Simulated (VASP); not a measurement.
## A VASP 6.6.1 single-point calculation on BN

INCAR

```
ENCUT = 520
EDIFF = 1E-7
PREC = Accurate
NELM = 120
SIGMA = 0.1
NSW = 0
ISMEAR = 1
GGA = PE
LASPH = .TRUE.
IBRION = -1
NBANDS = 11
LCHARG = .FALSE.
LREAL = .FALSE.
LWAVE = .FALSE.
ISPIN = 2
ISIF = 2
MAGMOM = 2 2
```

KPOINTS

```
KPOINTS created by Atomic Simulation Environment
0
Gamma
12 12 12
0 0 0
```

POSCAR

```
B  N
 1.0000000000000000
     1.2501241103790561    0.7217594916313509    3.2533303711975869
    -1.2501241103790561    0.7217594916313509    3.2533303711975869
     0.0000000000000000   -1.4435189833120179    3.2533303711866459
 B   N
   1   1
Cartesian
  0.0000000000000001 -0.0000000000493008  9.7569467995754895
  0.0000000000000000 -0.0000000000164097  3.2475874398676758
```

The recommended PBE PAW datasets give the neutral cell 8 valence electrons.

Command

```
mpirun -np 1 vasp_std
```

OSZICAR

```
N       E                     dE             d eps       ncg     rms          rms(c)
DAV:   1     0.164385978417E+02    0.16439E+02   -0.44176E+03  8415   0.657E+02
DAV:   2    -0.152986469819E+02   -0.31737E+02   -0.30525E+02  9985   0.161E+02
DAV:   3    -0.160506998969E+02   -0.75205E+00   -0.75096E+00 10185   0.228E+01
DAV:   4    -0.160527997112E+02   -0.20998E-02   -0.20998E-02  9185   0.132E+00
DAV:   5    -0.160528078100E+02   -0.80988E-05   -0.80988E-05 10149   0.735E-02    0.160E+01
DAV:   6    -0.175297853989E+02   -0.14770E+01   -0.59799E+00  9559   0.144E+01    0.550E+00
DAV:   7    -0.176090930039E+02   -0.79308E-01   -0.32705E-01  9455   0.468E+00    0.275E+00
DAV:   8    -0.175705160350E+02    0.38577E-01   -0.10218E-01  9431   0.225E+00    0.121E+00
DAV:   9    -0.175688813638E+02    0.16347E-02   -0.26510E-02  9573   0.120E+00    0.429E-01
DAV:  10    -0.175676839989E+02    0.11974E-02   -0.84073E-04  9426   0.313E-01    0.146E-01
DAV:  11    -0.175678086397E+02   -0.12464E-03   -0.50209E-04  9309   0.158E-01    0.568E-02
DAV:  12    -0.175679036912E+02   -0.95051E-04   -0.84617E-05  9354   0.713E-02    0.207E-02
DAV:  13    -0.175679142220E+02   -0.10531E-04   -0.95272E-06  9708   0.232E-02    0.124E-02
DAV:  14    -0.175679181329E+02   -0.39109E-05   -0.39893E-06  9345   0.141E-02    0.469E-03
DAV:  15    -0.175679185422E+02   -0.40924E-06   -0.57484E-07  9624   0.546E-03    0.849E-04
DAV:  16    -0.175679186017E+02   -0.59553E-07   -0.57705E-08  9024   0.187E-03
   1 F= -.17567919E+02 E0= -.17567994E+02  d E =0.226611E-03  mag=     0.0000
```

It converged. Results: pressure 4.7 GPa; magnetic moment of the cell 0.00 μB.

For comparison, a separate PBE run of the intended cell, on usual settings and not on those above, gives a gap of 4.22 eV on its mesh and a pressure of 4.7 GPa.

The run above took about 1.9 min on one core of a shared host (Intel Xeon Platinum 8488C) and held 0.21 GiB at most.
